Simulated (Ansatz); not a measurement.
# B14As13: the cost of one run

Program: Ansatz 0.2.0. Level of theory: DFT PBEsol, scalar-relativistic, plane waves, PAW. These are calculated values, not measurements.

1 further run of the same task is left out (it didn't finish).

## (1) The structure to begin with

Symmetry: F-43m, No. 216, cubic system. Conventional cell: a = 4.768 Å, b = 4.768 Å, c = 4.768 Å, α = 90.00°, β = 90.00°, γ = 90.00°. Around B (site symmetry -43m) lie 4 As at 2.06 Å. As (site symmetry -43m) has 4 B at 2.06 Å in its first shell of neighbours.

Coordinates:

```xyz
2
Lattice="0.0000 2.3839 2.3839 2.3839 0.0000 2.3839 2.3839 2.3839 0.0000" Properties=species:S:1:pos:R:3 pbc="T T T"
B     0.0000    0.0000    0.0000
As    3.5759    3.5759    3.5759
```

It is the result of an earlier relaxation at this level (volume 13.55 Å³/atom; gap on the mesh: 1.08 eV).

## (2) The (221) slab

Miller indices refer to the conventional cell of the relaxed bulk, F-43m (No. 216): a = 4.768 Å, b = 4.768 Å, c = 4.768 Å, α = 90.00°, β = 90.00°, γ = 90.00°.

Cut from the relaxed bulk: a (221) slab, 10.3 Å thick as cut, with 15 Å of vacuum; its outer planes are B (top) and B (bottom).

The slab as cut. Its planes from the bottom up:

```tsv
plane	atoms per cell	height over the lowest (Å)
1	B	0.00
2	As	0.40
3	B	0.79
4	As	1.19
5	B	1.59
6	As	1.99
7	B	2.38
8	As	2.78
9	B	3.18
10	As	3.58
11	B	3.97
12	As	4.37
13	B	4.77
14	As	5.17
15	B	5.56
16	As	5.96
17	B	6.36
18	As	6.75
19	B	7.15
20	As	7.55
21	B	7.95
22	As	8.34
23	B	8.74
24	As	9.14
25	B	9.54
26	As	9.93
27	B	10.33
```

## (3) Single point on the unrelaxed (221) slab

A dipole layer in the vacuum cancels the field that periodic copies would set up if the slab's two faces differ.

Contents of input.yaml:

```yaml
crystal:
  lattice:
    - [3.3713973071, 0.0, 0.0]
    - [0.0, 10.1141919214, 0.0]
    - [0.0, 0.0, 25.3303975578]
  atoms:
    - { symbol: B, position: [0.5, 0.7222222222, 0.2960869439] }
    - { symbol: As, position: [0.5, 0.3333333333, 0.3117725636] }
    - { symbol: B, position: [0.0, 0.4444444444, 0.3274581833] }
    - { symbol: As, position: [0.0, 0.0555555556, 0.343143803] }
    - { symbol: B, position: [0.5, 0.1666666667, 0.3588294227] }
    - { symbol: As, position: [0.5, 0.7777777778, 0.3745150424] }
    - { symbol: B, position: [0.0, 0.8888888889, 0.3902006621] }
    - { symbol: As, position: [0.0, 0.5, 0.4058862818] }
    - { symbol: B, position: [0.5, 0.6111111111, 0.4215719015] }
    - { symbol: As, position: [0.5, 0.2222222222, 0.4372575212] }
    - { symbol: B, position: [0.0, 0.3333333333, 0.4529431409] }
    - { symbol: As, position: [0.0, 0.9444444444, 0.4686287606] }
    - { symbol: B, position: [0.5, 0.0555555556, 0.4843143803] }
    - { symbol: As, position: [0.5, 0.6666666667, 0.5] }
    - { symbol: B, position: [0.0, 0.7777777778, 0.5156856197] }
    - { symbol: As, position: [0.0, 0.3888888889, 0.5313712394] }
    - { symbol: B, position: [0.5, 0.5, 0.5470568591] }
    - { symbol: As, position: [0.5, 0.1111111111, 0.5627424788] }
    - { symbol: B, position: [0.0, 0.2222222222, 0.5784280985] }
    - { symbol: As, position: [0.0, 0.8333333333, 0.5941137182] }
    - { symbol: B, position: [0.5, 0.9444444444, 0.6097993379] }
    - { symbol: As, position: [0.5, 0.5555555556, 0.6254849576] }
    - { symbol: B, position: [0.0, 0.6666666667, 0.6411705773] }
    - { symbol: As, position: [0.0, 0.2777777778, 0.656856197] }
    - { symbol: B, position: [0.5, 0.3888888889, 0.6725418167] }
    - { symbol: As, position: [0.5, 0.0, 0.6882274364] }
    - { symbol: B, position: [0.0, 0.1111111111, 0.7039130561] }
basis:
  ecutwfc: 420
kpoints:
  mp_grid: { grid: [8, 3, 1] }
hamiltonian:
  xc: pbesol
scf:
  occupations: { method: gaussian, width: 0.05 }
output:
  forces: true
  stress: true
  eigenvalues: true
efield:
  axis: 3
  dipole_correction: true
  ramp_width: 0.04
```

Launch:

```bash
> ansatz run input.yaml --threads 4 --pin off --max-ram 10240MiB --backend cpu --events-out ev --progress --plain --runs-dir out
```

**Question.** How long does this run take on 4 threads of AMD EPYC 7R43 (Zen 3), shared host, and how much memory does it need?

About 39 s, with a peak of 2.7 GiB.
